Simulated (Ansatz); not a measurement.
# GaAs: the cost of one run

Computed with Ansatz 0.2.0 (DFT LDA, scalar-relativistic, plane waves, PAW, unless a step's input says otherwise).

### 1 The starting structure

Symmetry: R3m, No. 160, trigonal system. The conventional cell has a = 3.932 Å, b = 3.932 Å, c = 10.189 Å, α = 90.00°, β = 90.00°, γ = 120.00°. Around Ga (site symmetry 3m) lie 4 As at 2.42 to 2.55 Å. As (site symmetry 3m) has 4 Ga at 2.42 to 2.55 Å as nearest neighbours.

Coordinates:

```
CELL_PARAMETERS angstrom
0.10738 2.88765 2.88765
2.88765 0.10738 2.88765
2.88765 2.88765 0.10738
ATOMIC_POSITIONS crystal
Ga 0.00000 0.00000 0.00000
As 0.25000 0.25000 0.25000
```

### 2 Relaxing the atoms: GaAs, no spin

input.yaml reads:

```yaml
crystal:
  lattice:
    - [0.1073824567, 2.8876543239, 2.8876543239]
    - [2.8876543239, 0.1073824567, 2.8876543239]
    - [2.8876543239, 2.8876543239, 0.1073824567]
  atoms:
    - { symbol: Ga, position: [0.0, 0.0, 0.0] }
    - { symbol: As, position: [0.25, 0.25, 0.25] }
scf:
  occupations: { method: fixed }
output:
  forces: true
  stress: true
  eigenvalues: true
hamiltonian:
  xc: lda
relax:
  f_tol: 0.0005
  max_steps: 60
kpoints:
  mp_grid: { grid: [10, 10, 10] }
```

On the command line:

```console
$ ansatz run input.yaml --threads 8 --pin off --max-ram 12288MiB --backend cpu --events-out ev --progress --plain --runs-dir out
```

What time and memory should one allow on 8 threads of Arm Neoverse N1, shared host?

About 11 s, with a peak of 0.5 GiB.
